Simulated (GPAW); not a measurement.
Band structure of BeO (P6_3mc, 4 atoms in the cell).

```xyz
4
Lattice="2.7172 0.0000 0.0000 -1.3586 2.3531 0.0000 0.0000 0.0000 4.4132" Properties=species:S:1:pos:R:3 pbc="T T T"
Be     0.0000     1.5688     0.0007
Be     1.3586     0.7844     2.2073
O      0.0000     1.5688     1.6653
O      1.3586     0.7844     3.8719
```

Level of theory: PBE, GPAW PAW datasets PBE (gpaw-data 1.0.1) (plane waves; GPAW 25.7.0).

Settings: mode = pw; ecut = 950 eV; xc = PBE; kpts = 9 9 5; mesh shift (steps) = 0 0 0; occupations.name = fermi-dirac; occupations.width = 0 eV; nbands = -6; convergence.forces = 0.001 eV/Å; convergence.bands = -4; symmetry.symmorphic = false; symmetry.tolerance = 0.0005; maxiter = 120; bandpath_npoints = 40.

The starting cell comes from a database of computed structures (which also holds hypothetical and non-ambient phases and stackings), without a prior relaxation at this level. Its lattice was rescaled by a random factor within 2.5 % of one.

Predict the gap along the standard path and the places of the band edges.

The gap along the path is 7.40 eV, direct at Γ to within 0.01 eV.

Levels in eV from the top of the valence band on the SCF mesh, bands 5 to 12:
| point | 5 | 6 | 7 | 8 | 9 | 10 | 11 | 12 |
|---|---|---|---|---|---|---|---|---|
| Γ | -0.98 | -0.02 | -0.02 | 0.00 | 7.40 | 11.40 | 14.15 | 14.15 |
| M | -3.33 | -2.59 | -1.93 | -0.90 | 9.69 | 10.11 | 13.17 | 14.88 |
| K | -3.59 | -2.82 | -2.38 | -2.38 | 9.07 | 12.71 | 14.30 | 14.30 |
| A | -0.51 | -0.51 | -0.51 | -0.51 | 9.65 | 9.65 | 14.41 | 14.41 |
| L | -1.82 | -1.82 | -1.69 | -1.69 | 8.93 | 8.93 | 14.46 | 14.46 |
| H | -4.32 | -4.32 | -1.26 | -1.26 | 11.53 | 11.53 | 11.94 | 11.94 |
